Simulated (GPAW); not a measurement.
Here is a GPAW 26.7.0 calculation.

Contents of run.py:

```python
import spglib
from ase import Atoms
from ase.calculators.mixing import SumCalculator
from ase.eos import EquationOfState
from ase.io import Trajectory, read
from ase.units import GPa
from dftd3.ase import DFTD3
from gpaw import GPAW, PW

atoms = read('HgSe.cif')
cell, positions, numbers = spglib.find_primitive(
    (atoms.cell[:], atoms.get_scaled_positions(), atoms.numbers), symprec=1e-4)
atoms = Atoms(numbers, cell=cell, scaled_positions=positions, pbc=True)

traj = Trajectory('eos.traj', 'w')
volumes, energies = [], []
for x in [0.94, 0.96, 0.98, 1.0, 1.02, 1.04, 1.06]:
    a = atoms.copy()
    a.set_cell(atoms.cell * x**(1 / 3), scale_atoms=True)
    calc = GPAW(mode=PW(600),
                xc='PBE',
                kpts={'size': (6, 6, 6), 'gamma': True},
                occupations={'name': 'fermi-dirac', 'width': 0.05},
                nbands=18,
                convergence={'density': 1e-05, 'energy': 1e-05},
                maxiter=150,
                txt=f'eos-{x:.2f}.txt')
    a.calc = SumCalculator([calc, DFTD3(method='pbe', damping='d3bj')])
    energies.append(a.get_potential_energy())
    volumes.append(a.get_volume())
    p = -a.get_stress()[:3].mean() / GPa
    calc.write(f'eos-{x:.2f}.gpw')
    traj.write(a)
    print(f'{x:.2f} {volumes[-1]:10.4f} A^3 {energies[-1]:14.6f} eV {p:9.3f} GPa', flush=True)

v0, e0, B = EquationOfState(volumes, energies, eos='birchmurnaghan').fit()
print(f'V0 = {v0:.4f} A^3, E0 = {e0:.6f} eV, B0 = {B / GPa:.2f} GPa')
```

Contents of HgSe.cif:

```cif
data_HgSe
_cell_length_a 6.07800000
_cell_length_b 6.07800000
_cell_length_c 6.07800000
_cell_angle_alpha 90.00000000
_cell_angle_beta 90.00000000
_cell_angle_gamma 90.00000000
_space_group_name_H-M_alt 'F-43m'
_space_group_name_Hall 'F -4 2 3'
_space_group_IT_number 216
loop_
_space_group_symop_operation_xyz
'x,y,z'
'y,-x,-z'
'-x,-y,z'
'-y,x,-z'
'x,-y,-z'
'y,x,z'
'-x,y,-z'
'-y,-x,z'
'z,x,y'
'-z,y,-x'
'z,-x,-y'
'-z,-y,x'
'-z,x,-y'
'z,y,x'
'-z,-x,y'
'z,-y,-x'
'y,z,x'
'-x,-z,y'
'-y,z,-x'
'x,-z,-y'
'-y,-z,x'
'x,z,y'
'y,-z,-x'
'-x,z,-y'
'x,y+1/2,z+1/2'
'y,-x+1/2,-z+1/2'
'-x,-y+1/2,z+1/2'
'-y,x+1/2,-z+1/2'
'x,-y+1/2,-z+1/2'
'y,x+1/2,z+1/2'
'-x,y+1/2,-z+1/2'
'-y,-x+1/2,z+1/2'
'z,x+1/2,y+1/2'
'-z,y+1/2,-x+1/2'
'z,-x+1/2,-y+1/2'
'-z,-y+1/2,x+1/2'
'-z,x+1/2,-y+1/2'
'z,y+1/2,x+1/2'
'-z,-x+1/2,y+1/2'
'z,-y+1/2,-x+1/2'
'y,z+1/2,x+1/2'
'-x,-z+1/2,y+1/2'
'-y,z+1/2,-x+1/2'
'x,-z+1/2,-y+1/2'
'-y,-z+1/2,x+1/2'
'x,z+1/2,y+1/2'
'y,-z+1/2,-x+1/2'
'-x,z+1/2,-y+1/2'
'x+1/2,y,z+1/2'
'y+1/2,-x,-z+1/2'
'-x+1/2,-y,z+1/2'
'-y+1/2,x,-z+1/2'
'x+1/2,-y,-z+1/2'
'y+1/2,x,z+1/2'
'-x+1/2,y,-z+1/2'
'-y+1/2,-x,z+1/2'
'z+1/2,x,y+1/2'
'-z+1/2,y,-x+1/2'
'z+1/2,-x,-y+1/2'
'-z+1/2,-y,x+1/2'
'-z+1/2,x,-y+1/2'
'z+1/2,y,x+1/2'
'-z+1/2,-x,y+1/2'
'z+1/2,-y,-x+1/2'
'y+1/2,z,x+1/2'
'-x+1/2,-z,y+1/2'
'-y+1/2,z,-x+1/2'
'x+1/2,-z,-y+1/2'
'-y+1/2,-z,x+1/2'
'x+1/2,z,y+1/2'
'y+1/2,-z,-x+1/2'
'-x+1/2,z,-y+1/2'
'x+1/2,y+1/2,z'
'y+1/2,-x+1/2,-z'
'-x+1/2,-y+1/2,z'
'-y+1/2,x+1/2,-z'
'x+1/2,-y+1/2,-z'
'y+1/2,x+1/2,z'
'-x+1/2,y+1/2,-z'
'-y+1/2,-x+1/2,z'
'z+1/2,x+1/2,y'
'-z+1/2,y+1/2,-x'
'z+1/2,-x+1/2,-y'
'-z+1/2,-y+1/2,x'
'-z+1/2,x+1/2,-y'
'z+1/2,y+1/2,x'
'-z+1/2,-x+1/2,y'
'z+1/2,-y+1/2,-x'
'y+1/2,z+1/2,x'
'-x+1/2,-z+1/2,y'
'-y+1/2,z+1/2,-x'
'x+1/2,-z+1/2,-y'
'-y+1/2,-z+1/2,x'
'x+1/2,z+1/2,y'
'y+1/2,-z+1/2,-x'
'-x+1/2,z+1/2,-y'
loop_
_atom_site_label
_atom_site_type_symbol
_atom_site_symmetry_multiplicity
_atom_site_Wyckoff_symbol
_atom_site_fract_x
_atom_site_fract_y
_atom_site_fract_z
_atom_site_occupancy
Hg1 Hg 4 a 0.0000000000 0.0000000000 0.0000000000 1
Se1 Se 4 c 0.2500000000 0.2500000000 0.2500000000 1
```

Potentials or basis: GPAW PAW data sets (gpaw-data 1.2.1), pw.

Launch:

```bash
$ OMP_NUM_THREADS=1 python run.py
```

(1) Predict the pressure derivative of the bulk modulus.

(2) Predict the bulk modulus.

## Answers

(1) 5.0.

(2) 48 GPa.

**Experimental background.**

From “The pseudo-binary mercury chalcogenide alloy HgSe0.7S0.3 at high pressure: a mechanism of the zinc blende/cinnabar reconstructive phase transition”, 2002, arxiv:cond-mat/0209548, for a bulk crystal of HgSe: bulk modulus 51.6 ± 0.2 GPa.

Against the measured bulk modulus of HgSe, 51.6 GPa (quoted in “The pseudo-binary mercury chalcogenide alloy HgSe0.7S0.3 at high pressure: a mechanism of the zinc blende/cinnabar reconstructive phase transition”, 2002, arxiv:cond-mat/0209548), the calculated 48 GPa is off by -6.2 %. The fit is for a static lattice scaled at fixed shape and fixed fractional positions.
